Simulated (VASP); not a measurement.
# CdTe (F-43m) in VASP: notebook

Aim: see how the results for CdTe move with the level of theory and the settings. Levels: PBEsol, LDA, r2SCAN. Tasks: single point.

Program: VASP 6.6.1. These are calculated values, not measurements. Logs are shortened: lines on timing, memory, paths and dates and some standing lists are left out, and cuts for length are marked.

**What was measured.**

A printed reference work, data compilation reports, for a bulk crystal of CdTe at 0 K: band gap 1.607 eV.

How close the calculation comes is told below.

## 1. The cell of the first run

Symmetry: F-43m, No. 216, cubic system. Conventional cell: a = 6.323 Å, b = 6.323 Å, c = 6.323 Å, α = 90.00°, β = 90.00°, γ = 90.00°. Cd (site symmetry -43m) has 4 Te at 2.74 Å within 3.6 Å. Te (site symmetry -43m) has 4 Cd at 2.74 Å within 3.6 Å.

## 2. Single point, PBEsol (functional pbesol, volume scaled by 0.96)

INCAR reads:

```
SYSTEM = CdTe
PREC = Accurate
ENCUT = 500
EDIFF = 1E-6
ISMEAR = -1
SIGMA = 0.08
LREAL = .FALSE.
LASPH = .TRUE.
NELM = 120
ALGO = Normal
ISIF = 2
LWAVE = .FALSE.
LCHARG = .FALSE.
GGA = PS
NBANDS = 16
GGA_COMPAT = .FALSE.
```

KPOINTS reads:

```
Automatic mesh
0
G
  10 10 10
  0 0 0
```

POSCAR reads:

```
CdTe
1.0
    0.0000000000      3.1616838793      3.1616838793
    3.1616838793      0.0000000000      3.1616838793
    3.1616838793      3.1616838793      0.0000000000
Cd Te
1 1
Direct
    0.0000000000      0.0000000000      0.0000000000
    0.7500000000      0.7500000000      0.7500000000
```

Potentials or basis: VASP PAW PBE potentials, release 64 (Cd, Te).

Started as:

```bash
cat potpaw_PBE.64/Cd/POTCAR potpaw_PBE.64/Te/POTCAR > POTCAR
mpirun -np 1 vasp_std > vasp.out
```

OUTCAR:

```text
SYSTEM = CdTe
   PREC = Accurate
   ENCUT = 500
   EDIFF = 1E-6
   ISMEAR = -1
   LREAL = .FALSE.
   LASPH = .TRUE.
   NELM = 120
   ISIF = 2
   GGA = PS

 ion  position               nearest neighbor table
   1  0.000  0.000  0.000-   2 2.74   2 2.74   2 2.74   2 2.74
   2  0.750  0.750  0.750-   1 2.74   1 2.74   1 2.74   1 2.74

  LATTYP: Found a face centered cubic cell.
 ALAT       =     6.3233677586

  Lattice vectors:

 A1 = (   0.0000000000,   3.1616838793,   3.1616838793)
 A2 = (   3.1616838793,   0.0000000000,   3.1616838793)
 A3 = (   3.1616838793,   3.1616838793,   0.0000000000)

Analysis of symmetry for initial positions (statically):
[... 5 lines left out ...]
 face centered cubic supercell.

 Subroutine GETGRP returns: Found 24 space group operations
 (whereof 24 operations were pure point group operations)
 out of a pool of 48 trial point group operations.

The static configuration has the point symmetry T_d .

Analysis of symmetry for dynamics (positions and initial velocities):
[... 5 lines left out ...]
 face centered cubic supercell.

 Subroutine GETGRP returns: Found 24 space group operations
 (whereof 24 operations were pure point group operations)
 out of a pool of 48 trial point group operations.

The dynamic configuration has the point symmetry T_d .

 Subroutine INISYM returns: Found 24 space group operations
 (whereof 24 operations are pure point group operations),
 and found     1 'primitive' translations

----------------------------------------------------------------------------------------

                                     Primitive cell

  volume of cell :      63.2099

  direct lattice vectors                    reciprocal lattice vectors
     0.000000000  3.161683879  3.161683879    -0.158143578  0.158143578  0.158143578
     3.161683879  0.000000000  3.161683879     0.158143578 -0.158143578  0.158143578
     3.161683879  3.161683879  0.000000000     0.158143578  0.158143578 -0.158143578

  length of vectors
     4.471296222  4.471296222  4.471296222     0.273912711  0.273912711  0.273912711

  position of ions in fractional coordinates (direct lattice)
     0.000000000  0.000000000  0.000000000
     0.750000000  0.750000000  0.750000000

  ion indices of the primitive-cell ions
   primitive index   ion index
                 1           1
                 2           2

----------------------------------------------------------------------------------------

 KPOINTS: Automatic mesh

Automatic generation of k-mesh.
 Grid dimensions read from file:
 generate k-points for:   10   10   10

 Generating k-lattice:

  Cartesian coordinates                     Fractional coordinates (reciprocal lattice)
    -0.015814358  0.015814358  0.015814358     0.100000000  0.000000000  0.000000000
     0.015814358 -0.015814358  0.015814358     0.000000000  0.100000000  0.000000000
     0.015814358  0.015814358 -0.015814358     0.000000000  0.000000000  0.100000000

  Length of vectors
     0.027391271  0.027391271  0.027391271

  Shift w.r.t. Gamma in fractional coordinates (k-lattice)
     0.000000000  0.000000000  0.000000000

 Subroutine IBZKPT returns following result:
 ===========================================

 Found     47 irreducible k-points:

 Following reciprocal coordinates:
            Coordinates               Weight
  0.000000  0.000000  0.000000      1.000000
  0.100000  0.000000  0.000000      8.000000
  0.200000  0.000000  0.000000      8.000000
  0.300000  0.000000  0.000000      8.000000
  0.400000  0.000000  0.000000      8.000000
  0.500000  0.000000  0.000000      4.000000
[... 16 lines left out ...]
  0.300000  0.300000  0.000000      6.000000
  0.400000  0.300000  0.000000     24.000000
 [... further k-points ...]
   k-points           NKPTS =     47   k-points in BZ     NKDIM =     47   number of bands    NBANDS=     16
   number of dos      NEDOS =    301   number of ions     NIONS =      2
   total plane-waves  NPLWV =  46656
   dimension x,y,z NGX =    36 NGY =   36 NGZ =   36
   dimension x,y,z NGXF=    72 NGYF=   72 NGZF=   72
   ions per type =               1   1
   NGX,Y,Z   is equivalent  to a cutoff of  13.39, 13.39, 13.39 a.u.
   NGXF,Y,Z  is equivalent  to a cutoff of  26.77, 26.77, 26.77 a.u.
 SYSTEM =  CdTe
   PREC   = accura    normal or accurate (medium, high low for compatibility)
   ISTART =      0    job   : 0-new  1-cont  2-samecut
   ICHARG =      2    charge: 1-file 2-atom 10-const
   ISPIN  =      1    spin polarized calculation?
   LNONCOLLINEAR =      F non collinear calculations
   LSORBIT =      F    spin-orbit coupling
   LASPH  =      T    aspherical Exc in radial PAW
   ENCUT  =  500.0 eV  36.75 Ry    6.06 a.u.   8.15  8.15  8.15*2*pi/ulx,y,z
   NELM   =    120;   NELMIN=  2; NELMDL= -5     # of ELM steps
   EDIFF  = 0.1E-05   stopping-criterion for ELM
   LREAL  =      F    real-space projection
   EDIFFG = 0.1E-04   stopping-criterion for IOM
   NSW    =      0    number of steps for IOM
   IBRION =     -1    ionic relax: 0-MD 1-quasi-New 2-CG
   NFREE  =      0    steps in history (QN), initial steepest desc. (CG)
   ISIF   =      2    stress and relaxation
   ISYM   =      2    0-nonsym 1-usesym 2-fastsym
   POTIM  = 0.5000    time-step for ionic-motion
   TEBEG  =    0.0;   TEEND  =   0.0 temperature during run
   PSTRESS=    0.0 pullay stress
   NELECT =      18.0000    total number of electrons
   NUPDOWN=      -1.0000    fix difference up-down
   EMIN   =  10.00;   EMAX   =-10.00  energy-range for DOS
   EFERMI =   0.00;   METHOD = LEGACY
   ISMEAR =    -1;   SIGMA  =   0.08  broadening in eV -4-tet -1-fermi 0-gaus
   EFERMI_NEDOS =   21; number of points for ismear=-14 and -15
   IALGO  =     38    algorithm
   IMIX   =      4    mixing-type and parameters
     AMIX     =   0.40;   BMIX     =  1.00
     AMIX_MAG =   1.60;   BMIX_MAG =  1.00
  volume/ion in A,a.u.               =      31.60       213.28
  Fermi-wavevector in a.u.,A,eV,Ry     =   1.077053  2.035336 15.783356  1.160044
  Thomas-Fermi vector in A             =   2.212955
   LORBIT       =      0    0 simple, 1 ext, 2 COOP (PROOUT), +10 PAW based schemes
   GGA     = PS    functional components
   LHFCALC =     F    Hartree Fock is set to
   AEXX    =    0.0000 exact exchange contribution
   IVDW    =     0    specifies the selected vdW correction
   LEPSILON=     F    determine dielectric tensor
   LRPA    =     F    only Hartree local field effects (RPA)
 non-spin polarized calculation
  energy-cutoff  :      500.00
  volume of cell :       63.21
 maximum number of plane-waves:      1639
 NGX is ok and might be reduce to    36
   NGX = 17   NGY = 17   NGZ = 17

 number of electron      18.0000004 magnetization

 Free energy of the ion-electron system (eV)
  ---------------------------------------------------
  ext. energy  EPLUGINS =         0.00000000
  ---------------------------------------------------
  free energy    TOTEN  =        -5.42705461 eV

  energy without entropy =       -5.42702591  energy(sigma->0) =       -5.42704026

 E-fermi :   3.4511     XC(G=0):  -9.1136

 val. band max:        2.9154295265   @ k =   0.0000   0.0000   0.0000
 cond. band min:       3.8008384275   @ k =   0.0000   0.0000   0.0000
 fundamental gap:      0.8854089010
 Fermi energy:         3.4510904028

 k-point     1 :       0.0000    0.0000    0.0000
  band No.  band energies     occupation
      1      -8.7530      2.00000
      2      -5.6301      2.00000
      3      -5.6301      2.00000
      4      -5.6301      2.00000
      5      -5.3054      2.00000
      6      -5.3054      2.00000
[... 8 lines left out ...]
     15      12.3902      0.00000
     16      12.3902      0.00000

 k-point     2 :       0.1000    0.0000    0.0000
  band No.  band energies     occupation
      1      -8.7074      2.00000
      2      -5.6210      2.00000
      3      -5.6210      2.00000
      4      -5.6004      2.00000
      5      -5.3064      2.00000
      6      -5.3064      2.00000
[... 8 lines left out ...]
     15      11.7050      0.00000
     16      11.7050      0.00000

 k-point     3 :       0.2000    0.0000    0.0000
  band No.  band energies     occupation
      1      -8.5870      2.00000
      2      -5.5985      2.00000
      3      -5.5985      2.00000
      4      -5.4992      2.00000
      5      -5.3073      2.00000
      6      -5.3073      2.00000
[... 8 lines left out ...]
     15      11.2947      0.00000
     16      11.2947      0.00000

 k-point     4 :       0.3000    0.0000    0.0000
  band No.  band energies     occupation
      1      -8.4374      2.00000
      2      -5.5737      2.00000
      3      -5.5737      2.00000
      4      -5.3046      2.00000
      5      -5.3045      2.00000
      6      -5.3045      2.00000
[... 8 lines left out ...]
     15      11.5771      0.00000
     16      11.5771      0.00000

 k-point     5 :       0.4000    0.0000    0.0000
  band No.  band energies     occupation
      1      -8.3174      2.00000
      2      -5.5571      2.00000
      3      -5.5571      2.00000
      4      -5.2981      2.00000
      5      -5.2981      2.00000
      6      -5.0436      2.00000
[... 8 lines left out ...]
     15      12.4878      0.00000
     16      12.4878      0.00000

 k-point     6 :       0.5000    0.0000    0.0000
  band No.  band energies     occupation
      1      -8.2723      2.00000
      2      -5.5517      2.00000
      3      -5.5517      2.00000
      4      -5.2945      2.00000
      5      -5.2945      2.00000
      6      -4.8965      2.00000
[... 8 lines left out ...]
     15      13.3502      0.00000
     16      13.3502      0.00000

 k-point     7 :       0.1000    0.1000    0.0000
  band No.  band energies     occupation
      1      -8.6923      2.00000
      2      -5.6126      2.00000
      3      -5.6126      2.00000
      4      -5.6016      2.00000
      5      -5.3114      2.00000
      6      -5.3018      2.00000
[... 8 lines left out ...]
     15      11.2072      0.00000
     16      12.4773      0.00000

 k-point     8 :       0.2000    0.1000    0.0000
  band No.  band energies     occupation
      1      -8.5969      2.00000
      2      -5.5969      2.00000
      3      -5.5896      2.00000
      4      -5.5282      2.00000
      5      -5.3147      2.00000
      6      -5.2989      2.00000
[... 8 lines left out ...]
     15      11.9213      0.00000
     16      12.1182      0.00000

 k-point     9 :       0.3000    0.1000    0.0000
  band No.  band energies     occupation
      1      -8.4572      2.00000
      2      -5.5753      2.00000
      3      -5.5634      2.00000
      4      -5.3823      2.00000
      5      -5.2957      2.00000
      6      -5.2953      2.00000
[... 8 lines left out ...]
     15      11.8251      0.00000
     16      12.1833      0.00000
[... 172 lines left out ...]
 k-point    19 :       0.5000    0.2000    0.0000
  band No.  band energies     occupation
      1      -8.2228      2.00000
      2      -5.5276      2.00000
      3      -5.5058      2.00000
      4      -5.3416      2.00000
      5      -5.2893      2.00000
      6      -4.8617      2.00000
[... 8 lines left out ...]
     15      13.3104      0.00000
     16      13.5008      0.00000

 k-point    20 :      -0.4000    0.2000    0.0000
  band No.  band energies     occupation
      1      -8.2139      2.00000
      2      -5.5272      2.00000
      3      -5.5123      2.00000
      4      -5.3214      2.00000
      5      -5.3016      2.00000
      6      -4.8133      2.00000
[... 8 lines left out ...]
     15      12.1984      0.00000
     16      13.1171      0.00000

 k-point    21 :      -0.3000    0.2000    0.0000
  band No.  band energies     occupation
      1      -8.2757      2.00000
      2      -5.5326      2.00000
      3      -5.5322      2.00000
      4      -5.3157      2.00000
      5      -5.3147      2.00000
      6      -4.9997      2.00000
[... 8 lines left out ...]
     15      12.4247      0.00000
     16      13.5840      0.00000

 k-point    22 :      -0.2000    0.2000    0.0000
  band No.  band energies     occupation
      1      -8.3873      2.00000
      2      -5.5610      2.00000
      3      -5.5476      2.00000
      4      -5.3348      2.00000
      5      -5.3197      2.00000
      6      -5.2163      2.00000
[... 8 lines left out ...]
     15      12.5991      0.00000
     16      13.2843      0.00000

 k-point    23 :       0.3000    0.3000    0.0000
  band No.  band energies     occupation
      1      -8.3363      2.00000
      2      -5.5010      2.00000
      3      -5.5010      2.00000
      4      -5.4388      2.00000
      5      -5.2807      2.00000
      6      -5.1974      2.00000
[... 8 lines left out ...]
     15      13.1393      0.00000
     16      14.6354      0.00000

 k-point    24 :       0.4000    0.3000    0.0000
  band No.  band energies     occupation
      1      -8.2439      2.00000
      2      -5.4898      2.00000
      3      -5.4751      2.00000
      4      -5.4149      2.00000
      5      -5.2774      2.00000
      6      -5.0299      2.00000
[... 8 lines left out ...]
     15      13.5774      0.00000
     16      14.7934      0.00000

 [... further k-points ...]
[... 5 lines left out ...]
  --------------------------------------------------------------------------------------
  -------------------------------------------------------------------------------------
  Total        1.6127394      1.6127394      1.6127394      0.0000000     -0.0000000     -0.0000000
  in kB       40.8779824     40.8779824     40.8779824      0.0000000     -0.0000000     -0.0000000
  external PRESSURE =      40.8779824 kB  Pullay stress =       0.0000000 kB

 VOLUME and BASIS-vectors are now :
 -----------------------------------------------------------------------------
  energy-cutoff  :      500.00
  volume of cell :       63.21
      direct lattice vectors                 reciprocal lattice vectors
     0.000000000  3.161683879  3.161683879    -0.158143578  0.158143578  0.158143578
     3.161683879  0.000000000  3.161683879     0.158143578 -0.158143578  0.158143578
     3.161683879  3.161683879  0.000000000     0.158143578  0.158143578 -0.158143578

 POSITION                                       TOTAL-FORCE (eV/Angst)
 -----------------------------------------------------------------------------------
      0.00000      0.00000      0.00000         0.000000     -0.000000     -0.000000
      4.74253      4.74253      4.74253        -0.000000      0.000000      0.000000
 -----------------------------------------------------------------------------------
    total drift:                               -0.000000     -0.000000     -0.000000

  FREE ENERGIE OF THE ION-ELECTRON SYSTEM (eV)
  ---------------------------------------------------
  free  energy   TOTEN  =        -5.4270546056 eV

  energy  without entropy=       -5.4270259113  energy(sigma->0) =       -5.42704026
```

Run time: 21 s. Hardware: 1 thread of Intel Xeon 6975P-C (Granite Rapids), shared host; peak memory 0.23 GiB.

Results:

| Quantity | Value |
| --- | --- |
| Free energy | -5.4271 eV |
| Pressure | 4.1 GPa |
| Band gap on the k mesh | 0.89 eV, direct |

Caveat: the PAW data sets were made with another functional, which shifts forces and pressure a little; spin-orbit coupling is left out, which moves the levels of the heavy elements.

(Continued in part 2 of 2.)
